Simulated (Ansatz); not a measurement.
# BN: the cost of one run

Program: Ansatz 0.2.0. Level of theory: DFT PBEsol, scalar-relativistic. These are calculated values, not measurements.

### Step 1. The structure to begin with

The structure is hexagonal, space group P6_3/mmc (No. 194). Conventional cell: a = 2.504 Å, b = 2.504 Å, c = 6.661 Å, α = 90.00°, β = 90.00°, γ = 120.00°. B (site symmetry -6m2) has 3 N at 1.45 Å in its first shell of neighbours. N (site symmetry -6m2) has 3 B at 1.45 Å in its first shell of neighbours.

Structure file:

```
B N
1.0
     2.50399    0.00000    0.00000
    -1.25200    2.16852    0.00000
     0.00000    0.00000    6.66120
B N
2 2
Cartesian
  0.0000 1.4457 1.6653
  1.2520 0.7228 4.9959
  0.0000 1.4457 4.9959
  1.2520 0.7228 1.6653
```

Atoms are numbered in the order of the input: B1, B2, N3, N4.

### Step 2. Volume × 0.96, LAPW

input.yaml reads:

```yaml
crystal:
  lattice:
    - [2.4701498301, 0.0, 0.0]
    - [-1.2350749151, 2.139212504, 0.0]
    - [0.0, 0.0, 6.5711727478]
  atoms:
    - { symbol: B, position: [0.3333333333, 0.6666666667, 0.25] }
    - { symbol: B, position: [0.6666666667, 0.3333333333, 0.75] }
    - { symbol: "N", position: [0.3333333333, 0.6666666667, 0.75] }
    - { symbol: "N", position: [0.6666666667, 0.3333333333, 0.25] }
kpoints:
  mp_grid: { grid: [11, 11, 4] }
  band_path:
    path:
      - [0.0, 0.0, 0.0]
      - [0.5, 0.0, 0.0]
      - [0.3333333333, 0.3333333333, 0.0]
      - [0.0, 0.0, 0.0]
      - [0.0, 0.0, 0.5]
      - [0.5, 0.0, 0.5]
      - [0.3333333333, 0.3333333333, 0.5]
      - [0.0, 0.0, 0.5]
      - [0.5, 0.0, 0.5]
    npoints: 5
scf:
  occupations: { method: fermi_dirac, width: 0.03 }
hamiltonian:
  xc: pbesol
  pseudopotentials: { kind: all_electron, lapw: { basis_error: 0.0005 } }
output:
  forces: true
  stress: true
  eigenvalues: true
```

On the command line:

```
ansatz run input.yaml --threads 1 --pin off --max-ram 4096MiB --backend cpu --events-out ev --progress --plain --runs-dir out
```

Q: Estimate wall time and peak memory on 1 thread of Arm Neoverse V1, shared host.

About 33 s, with a peak of 0.43 GiB.
